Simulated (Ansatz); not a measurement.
# MgO (Fm-3m) in Ansatz: notebook

Runs on MgO. Level: PBEsol. Tasks: relaxation of cell and atoms.

All numbers are computed with Ansatz 0.2.0; they aren't measurements. Logs are shortened: lines on timing, memory, paths and dates and some standing lists are left out, and cuts for length are marked.

## 1. Starting point

Symmetry: Fm-3m, No. 225, cubic system. The conventional cell has a = 4.194 Å, b = 4.194 Å, c = 4.194 Å, α = 90.00°, β = 90.00°, γ = 90.00°. Mg (site symmetry m-3m) is surrounded by 6 O at 2.10 Å. O (site symmetry m-3m) has 6 Mg at 2.10 Å as nearest neighbours.

The cell is a database's computed one.

## 2. Relaxation of cell and atoms, PBEsol, target pressure 10 GPa, at which the enthalpy is minimised

Input file input.yaml:

```yaml
crystal:
  lattice:
    - [0.0, 2.0970013927, 2.0970013927]
    - [2.0970013927, 0.0, 2.0970013927]
    - [2.0970013927, 2.0970013927, 0.0]
  atoms:
    - { symbol: Mg, position: [0.0, 0.0, 0.0] }
    - { symbol: O, position: [0.5, 0.5, 0.5] }
kpoints:
  mp_grid: { grid: [11, 11, 11] }
scf:
  occupations: { method: fermi_dirac, width: 0.05 }
hamiltonian:
  xc: pbesol
  pseudopotentials: { kind: all_electron, lapw: { basis_error: 0.001 } }
output:
  forces: true
  stress: true
relax:
  f_tol: 0.01
  max_steps: 60
  cell: { p_target: 10 }
```

Potentials or basis: all-electron LAPW, scalar-relativistic.

The run is started by

```
ansatz run input.yaml --threads 1 --pin off --max-ram 3072MiB --backend cpu --events-out ev --progress --plain --runs-dir out
```

Standard output:

```text
Warning: RAYON_NUM_THREADS=1 ignored (pool sized by the plan → 1); use --threads N
The last accepted step is kept in <dir> (removed where the run ends without a failure and the disk answers)
LAPW: plane waves up to 9.421 Å⁻¹, error target 1.0e-3 eV per atom; small_component_spin mean_spin; O in spheres of 0.996 Å, 8 of its electrons in bands, Dirac shells []; Mg in spheres of 1.038 Å, 10 of its electrons in bands, Dirac shells [] (how accurate: hamiltonian.pseudopotentials.lapw.basis_error, Limitations)
Engine: ansatz 0.2.0, aarch64-unknown-linux-gnu
Pseudopotentials: kind: all_electron
Pseudopotential: Mg, LAPW, valence charge 10, lapw/all_electron/scalar/gaussian/Mg, Koelling and Harmon's equation, gaussian nucleus
Pseudopotential: O, LAPW, valence charge 8, lapw/all_electron/scalar/gaussian/O, Koelling and Harmon's equation, gaussian nucleus
Functional definition: PBEsol
  exchange = pbesol_x
  correlation = pbesol_c
Crystal: 2 atoms, lattice volume = 18.443 Å³
Basis set: ecut = 338.16966148709105 eV, 259 PW (Γ), exchange–correlation at level 2
Bands: 13, of which v1, the nominal top of the filled ones, is band 9 counted from 1 (8 counted from 0)
Symmetry: 48 space group operations
Space group: Fm-3m (ITA 225), of the structure as read, at distance tolerance 2.6e-5 Å
k-points: 56 of 1331
Non-local potential: Mg, projectors of the file, none
Non-local potential: O, projectors of the file, none
Initial density: superposition of atomic densities (chi_scale 0.1, normalization cell, long waves kept (reshape's long-wave potential 0.00 eV rms))
Initial wavefunctions: plane waves of lowest kinetic energy (no species holds an atomic orbital)
Functional: x = pbesol(κ = 0.804, μ = 0.12345679012345678), c = pbesol(β = 0.046)
iter 1 solved again at ethr=1.29e-2 eV; its pass at ethr=1.00e-1 eV (dr2=2.32e0 eV) is discarded
SCF iter   1: F=—  HF=-7485.857793 eV  |F-HF|=—  |Δ(HF+E_count)|=         —  Δρ=1.08e-1  dr2=2.32e0  ethr=1.29e-2  ⟨swp⟩=2.0  Hψ=4818  notcnv=0
preconditioner: auto → none  [insulator: Δε(μ)=6.634 eV  Ē_g=20.252 eV  σ=0.050 eV  W_gap=1.00  n_scr=8 (ndim 8)  ℏωp=24.5 eV  f_vac=0.000  D(μ)=0.00/eV (n_scr^D=0)  ε∞_Penn≈2.5]
iter 2 solved again at ethr=2.78e-4 eV; its pass at ethr=1.29e-2 eV (dr2=5.00e-2 eV) is discarded
SCF iter   2: F=—  HF=-7484.693847 eV  |F-HF|=—  |Δ(HF+E_count)|=    1.16e0  Δρ=2.29e-2  dr2=4.99e-2  ethr=2.78e-4  ⟨swp⟩=2.1  Hψ=3866  notcnv=0
SCF iter   3: F=—  HF=-7484.419505 eV  |F-HF|=—  |Δ(HF+E_count)|=   2.74e-1  Δρ=1.55e-2  dr2=4.81e-2  ethr=2.77e-4  ⟨swp⟩=3.0  Hψ=2357  notcnv=0
SCF iter   4: F=—  HF=-7484.412862 eV  |F-HF|=—  |Δ(HF+E_count)|=         —  Δρ=5.32e-4  dr2=1.76e-5  ethr=2.67e-4  ⟨swp⟩=2.0  Hψ=2162  notcnv=0
the basis was enlarged: its passes take 167.4 KiB over the memory plan, 1 of 1 planned eigensolver slots
SCF iter   5: F=—  HF=-7484.412876 eV  |F-HF|=—  |Δ(HF+E_count)|=   1.37e-5  Δρ=1.21e-4  dr2=1.56e-6  ethr=9.78e-8  ⟨swp⟩=3.0  Hψ=2127  notcnv=0
SCF iter   6: F=—  HF=-7484.412883 eV  |F-HF|=—  |Δ(HF+E_count)|=   6.52e-6  Δρ=1.38e-5  dr2=2.84e-8  ethr=8.67e-9  ⟨swp⟩=2.4  Hψ=1980  notcnv=0
SCF iter   7: F=-7484.412882 eV  HF=-7484.412882 eV  |F-HF|=9.23e-10  |Δ(HF+E_count)|=   2.26e-7  Δρ=2.63e-6  dr2=1.11e-9  ethr=1.58e-10  ⟨swp⟩=2.2  Hψ=1970  notcnv=0
SCF 1 converged in 7 iterations: F = -7484.412882 eV  dr2 = 1.11e-9
relax step   1: F+E_penalty+E_count = -7484.41288242 eV  Δ(F+E_penalty+E_count) = +0.000e0 eV  max|allowed force component| = 7.765e-31 eV/Å  Δτ_max = 0.0000 Å  P = +2.410 GPa  Ω = 18.443 Å³  (7 SCF iters, accepted)
Crystal: 2 atoms, lattice volume = 18.092 Å³
Basis set: ecut = 342.52920935037577 eV, 259 PW (Γ), exchange–correlation at level 2
Initial density: handed on by an earlier stage of this run
Initial wavefunctions: those handed on with the density
iter 1 solved again at ethr=4.37e-8 eV; its pass at ethr=1.00e-1 eV (dr2=7.86e-6 eV) is discarded
SCF iter   1: F=—  HF=-7484.404005 eV  |F-HF|=—  |Δ(HF+E_count)|=         —  Δρ=2.22e-4  dr2=8.41e-6  ethr=4.37e-8  ⟨swp⟩=4.7  Hψ=4463  notcnv=0
preconditioner: auto → none  [insulator: Δε(μ)=4.952 eV  Ē_g=18.766 eV  σ=0.050 eV  W_gap=1.00  n_scr=8 (ndim 8)  ℏωp=24.7 eV  f_vac=0.000  D(μ)=0.00/eV (n_scr^D=0)  ε∞_Penn≈2.7]
SCF iter   2: F=—  HF=-7484.404004 eV  |F-HF|=—  |Δ(HF+E_count)|=   1.68e-6  Δρ=1.38e-4  dr2=3.54e-6  ethr=4.37e-8  ⟨swp⟩=2.0  Hψ=1960  notcnv=0
SCF iter   3: F=—  HF=-7484.404004 eV  |F-HF|=—  |Δ(HF+E_count)|=   2.96e-8  Δρ=5.02e-5  dr2=4.06e-7  ethr=1.97e-8  ⟨swp⟩=2.0  Hψ=1960  notcnv=0
iter 4 solved again at ethr=1.55e-10 eV; its pass at ethr=2.26e-9 eV (dr2=2.79e-8 eV) is discarded
SCF iter   4: F=-7484.404004 eV  HF=-7484.404004 eV  |F-HF|=4.09e-9  |Δ(HF+E_count)|=   2.18e-8  Δρ=1.29e-5  dr2=2.79e-8  ethr=1.55e-10  ⟨swp⟩=2.0  Hψ=3416  notcnv=0
SCF 2 converged in 4 iterations: F = -7484.404004 eV  dr2 = 2.79e-8
relax step   2: F+E_penalty+E_count = -7484.40400377 eV  Δ(F+E_penalty+E_count) = +8.879e-3 eV  max|allowed force component| = 6.179e-30 eV/Å  Δτ_max = 0.0000 Å  P = +5.750 GPa  Ω = 18.092 Å³  (4 SCF iters, accepted)
Crystal: 2 atoms, lattice volume = 17.664 Å³
Basis set: ecut = 348.0353102014748 eV, 259 PW (Γ), exchange–correlation at level 2
iter 1 solved again at ethr=6.44e-8 eV; its pass at ethr=1.00e-1 eV (dr2=1.16e-5 eV) is discarded
SCF iter   1: F=—  HF=-7484.382741 eV  |F-HF|=—  |Δ(HF+E_count)|=         —  Δρ=2.74e-4  dr2=1.17e-5  ethr=6.44e-8  ⟨swp⟩=4.3  Hψ=4438  notcnv=0
preconditioner: auto → none  [insulator: Δε(μ)=5.196 eV  Ē_g=19.047 eV  σ=0.050 eV  W_gap=1.00  n_scr=8 (ndim 8)  ℏωp=25.0 eV  f_vac=0.000  D(μ)=0.00/eV (n_scr^D=0)  ε∞_Penn≈2.7]
SCF iter   2: F=—  HF=-7484.382735 eV  |F-HF|=—  |Δ(HF+E_count)|=   6.06e-6  Δρ=1.77e-4  dr2=5.58e-6  ethr=6.44e-8  ⟨swp⟩=2.5  Hψ=1998  notcnv=0
SCF iter   3: F=—  HF=-7484.382735 eV  |F-HF|=—  |Δ(HF+E_count)|=   2.45e-7  Δρ=6.60e-5  dr2=6.72e-7  ethr=3.10e-8  ⟨swp⟩=2.0  Hψ=1960  notcnv=0
iter 4 solved again at ethr=2.45e-10 eV; its pass at ethr=3.73e-9 eV (dr2=4.42e-8 eV) is discarded
SCF iter   4: F=-7484.382735 eV  HF=-7484.382735 eV  |F-HF|=1.73e-8  |Δ(HF+E_count)|=   1.12e-7  Δρ=1.69e-5  dr2=4.42e-8  ethr=2.45e-10  ⟨swp⟩=2.0  Hψ=3416  notcnv=0
SCF 3 converged in 4 iterations: F = -7484.382735 eV  dr2 = 4.42e-8
relax step   3: F+E_penalty+E_count = -7484.38273503 eV  Δ(F+E_penalty+E_count) = +2.127e-2 eV  max|allowed force component| = 2.892e-30 eV/Å  Δτ_max = 0.0000 Å  P = +10.278 GPa  Ω = 17.664 Å³  (4 SCF iters, accepted)
Crystal: 2 atoms, lattice volume = 17.690 Å³
Basis set: ecut = 347.69828440611417 eV, 259 PW (Γ), exchange–correlation at level 2
iter 1 solved again at ethr=2.02e-10 eV; its pass at ethr=1.00e-1 eV (dr2=3.63e-8 eV) is discarded
SCF iter   1: F=—  HF=-7484.384355 eV  |F-HF|=—  |Δ(HF+E_count)|=         —  Δρ=1.34e-5  dr2=2.33e-8  ethr=2.02e-10  ⟨swp⟩=5.1  Hψ=4559  notcnv=0
preconditioner: auto → none  [insulator: Δε(μ)=5.179 eV  Ē_g=19.029 eV  σ=0.050 eV  W_gap=1.00  n_scr=8 (ndim 8)  ℏωp=25.0 eV  f_vac=0.000  D(μ)=0.00/eV (n_scr^D=0)  ε∞_Penn≈2.7]
SCF iter   2: F=-7484.384360 eV  HF=-7484.384360 eV  |F-HF|=3.40e-8  |Δ(HF+E_count)|=   5.21e-6  Δρ=9.31e-6  dr2=1.55e-8  ethr=1.29e-10  ⟨swp⟩=3.0  Hψ=2408  notcnv=0
SCF 4 converged in 2 iterations: F = -7484.384360 eV  dr2 = 1.55e-8
relax step   4: F+E_penalty+E_count = -7484.38435978 eV  Δ(F+E_penalty+E_count) = -1.625e-3 eV  max|allowed force component| = 6.861e-31 eV/Å  Δτ_max = 0.0000 Å  P = +9.988 GPa  Ω = 17.690 Å³  (2 SCF iters, accepted)
iter 1 solved again at ethr=8.50e-11 eV; its pass at ethr=1.00e-1 eV (dr2=1.53e-8 eV) is discarded
SCF iter   1: F=—  HF=-7484.384355 eV  |F-HF|=—  |Δ(HF+E_count)|=         —  Δρ=9.21e-6  dr2=1.52e-8  ethr=8.50e-11  ⟨swp⟩=3.0  Hψ=3814  notcnv=0
preconditioner: auto → none  [insulator: Δε(μ)=5.180 eV  Ē_g=19.029 eV  σ=0.050 eV  W_gap=1.00  n_scr=8 (ndim 8)  ℏωp=25.0 eV  f_vac=0.000  D(μ)=0.00/eV (n_scr^D=0)  ε∞_Penn≈2.7]
iter 2 solved again at ethr=3.80e-12 eV; its pass at ethr=8.44e-11 eV (dr2=6.84e-10 eV) is discarded
SCF iter   2: F=-7484.384360 eV  HF=-7484.384360 eV  |F-HF|=5.73e-9  |Δ(HF+E_count)|=   5.29e-6  Δρ=2.35e-6  dr2=6.85e-10  ethr=3.80e-12  ⟨swp⟩=2.0  Hψ=3864  notcnv=0
SCF 5 converged in 2 iterations: F = -7484.384360 eV  dr2 = 6.85e-10
relax step   5: F+E_penalty+E_count = -7484.38436022 eV  Δ(F+E_penalty+E_count) = -4.448e-7 eV  max|allowed force component| = 1.105e-30 eV/Å  Δτ_max = 0.0000 Å  P = +9.990 GPa  Ω = 17.690 Å³  stress off target by 9.83e-3 GPa  SCF on the basis re-selected at this cell (its energy is not comparable with the rows above)  (2 SCF iters)
basis re-selected at this cell: Δ(F+E_penalty+E_count) = -4.448e-7 eV, ΔP = +0.003 GPa vs the last step (what re-selecting the basis moved, after the strain that the cell walked since its last selection, with what the two solves' SCF thresholds leave and, on support functions, any second-order correction that the steps lacked; it is no measure of the basis error at this ecutwfc). This SCF's stress stands 9.83e-3 GPa from its target on what of the cell is left free (relax.cell.stress_tol is 5.00e-2 GPa) and its largest allowed force component is 1.11e-30 eV/Å (relax.f_tol is 1.00e-2 eV/Å): within both
SCF converged after 2 iterations
Free energy (F): -7484.384360 eV
Harris-Foulkes:  -7484.384360 eV  (|F-HF|=5.73e-9)
Internal energy: -7484.384360 eV  (E = F + TS)
E sigma→0 (E₀):  -7484.384360 eV
Fermi energy:    11.059603 eV
--- Per-component energies (eV) ---
  E_band       = -1271.432075
  E_kinetic    = 7488.911051
  E_xc         = -665.544394
  E_electrostatic = -14307.751018  (all electrons and nuclei)
  E_smearing   = -0.000000  (= −TS)
  E_closure    = 0.000000  (closes the sum)
  E_atoms      = -7471.950774  (free atoms, spherical and without spin; not in F)
  Σ components = -7484.384360   (vs F -7484.384360, Δ=0.00e0)
  Basis errors (estimates in eV, not in F): energy 3.9e-4 per atom: plane waves 3.5e-4 (2.0e-4 summed), levels above the bands 3.6e-118, relativity 4.1e-8, radial functions 3.7e-5, core shells 2.1e-11; eigenvalues (radial functions only) 1.1e-5; not estimated: angular momenta, meshes, grids; target (lapw.basis_error) 1.0e-3; muffin-tin radii O 0.982 Å, Mg 1.024 Å
--- Forces (eV/Å), atoms counted from 1 ---
  atom   1  Mg    -0.00000000     0.00000000    -0.00000000
  atom   2  O      0.00000000    -0.00000000    -0.00000000
  max |Σ_I F_I| component: 2.00e-30 eV/Å
--- Stress (GPa, compression-positive) ---
        9.990175      -0.000000      -0.000000
       -0.000000       9.990175      -0.000000
       -0.000000      -0.000000       9.990175
  P = ⅓ Tr σ = 9.9902 GPa (99.902 kbar)
--- Relaxed structure (4 steps of the walk, 4 accepted, 1 SCFs on fresh bases) ---
  F+E_penalty+E_count = -7484.38436022 eV   max|allowed force component| = 1.105e-30 eV/Å   (the final SCF, on the basis selected at the relaxed cell)
  cell:  # Å, volume = 17.6899 Å³
    - [-3.50306827261572e-35, 2.06806777004094, 2.06806777004094]
    - [2.06806777004094, -9.84043723852961e-34, 2.06806777004094]
    - [2.06806777004094, 2.06806777004094, -6.369215041119576e-36]
  atoms:
    - { symbol: Mg, position: [-8.849368221474126e-36, 7.892679765098843e-36, 7.892679765095662e-36] }
    - { symbol: O, position: [0.5, 0.5, 0.5] }
```

Run time: 14 s. Hardware: 1 thread of Arm Neoverse V2, shared host; peak memory 0.28 GiB.

What came out:

```
Free energy                                            : -7484.3844 eV
Relaxed volume                                         : 8.84 Å³/atom
Relaxed cell                                           : a = 2.925 Å, b = 2.925 Å, c = 2.925 Å, α = 60.00°, β = 60.00°, γ = 60.00°
Space group after relaxing (to 0.05 Å)                 : Fm-3m (No. 225)
Energy change on relaxing (the enthalpy is what falls) : +14.3 meV/atom
Ionic steps                                            : 5
Pressure after relaxing                                : 10.0 GPa
Band gap on the k mesh                                 : 5.18 eV
```

The path:
| step | energy change (eV) | largest force (eV/Å) | volume (Å³) |
| --- | --- | --- | --- |
| 1 | 0.0000 | 0.0000 | 18.44 |
| 2 | 0.0089 | 0.0000 | 18.09 |
| 3 | 0.0301 | 0.0000 | 17.66 |
| 4 | 0.0285 | 0.0000 | 17.69 |
| 5 | 0.0285 | 0.0000 | 17.69 |

Final structure:
```
Mg O
1.0
     0.00000    2.06807    2.06807
     2.06807    0.00000    2.06807
     2.06807    2.06807    0.00000
Mg O
1 1
Direct
  0.00000 0.00000 0.00000
  0.50000 0.50000 0.50000
```

Caveat: an odd mesh through Γ misses points on the zone boundary, where band edges often lie. As with any semilocal functional, this PBEsol gap is likely too small.

(Part 1 of 2 ends here.)
